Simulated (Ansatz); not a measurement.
**Bi2Se3 (Paraguanajuatite) in Ansatz: the effect of functional**

Crystal: Bi2Se3 (Paraguanajuatite).

```xyz
5
Lattice="2.0715 1.1960 9.5453 -2.0715 1.1960 9.5453 0.0000 -2.3920 9.5453" Properties=species:S:1:pos:R:3 pbc="T T T"
Bi    0.0000    0.0000   17.1587
Bi    0.0000    0.0000   11.4773
Se    0.0000    0.0000   22.5738
Se    0.0000    0.0000    6.0622
Se    0.0000    0.0000    0.0000
```

Alike in all runs:

* Program: Ansatz 0.2.0
* Task: projected density of states
* Potentials or basis: Ansatz PAW
* k mesh: 8 × 8 × 8
* Occupations: fermi-dirac, width 0.05 eV
* Spin: no spin polarisation

| functional | cutoff | gap on the mesh (eV) | pressure (GPa) | largest force (eV/Å) |
| --- | --- | --- | --- | --- |
| LDA | 420 eV (not typed: the program's choice for these potentials) | 0.09 | -1.8 | 0.12 |
| PBEsol | 420 eV (not typed: the program's choice for these potentials) | ? | ? | ? |
| RPBE | 420 eV (not typed: the program's choice for these potentials) | 0.29 | 4.2 | 0.16 |
| revPBE | 420 eV (not typed: the program's choice for these potentials) | 0.27 | 3.8 | 0.16 |
| BLYP | 420 eV (not typed: the program's choice for these potentials) | 0.27 | 6.3 | 0.31 |
| r2SCAN | 500 eV (not typed: the program's choice for these potentials) | 0.49 | 1.4 | 0.08 |

Problem. What does the run with functional PBEsol give?

Solution. gap on the mesh 0.14 eV; pressure -0.3 GPa; largest force 0.15 eV/Å.

Caveats: spin-orbit coupling is left out, which as a rule narrows the gap of such compounds by several tenths of an eV; the PAW data sets come from PBE, with cores solved anew for the run's functional, which leaves a small shift of forces and pressure; the density of states is complete only up to the lowest level of the last band computed.

A k mesh can miss the band edges.

Runs at the PBE level aren't shown here.
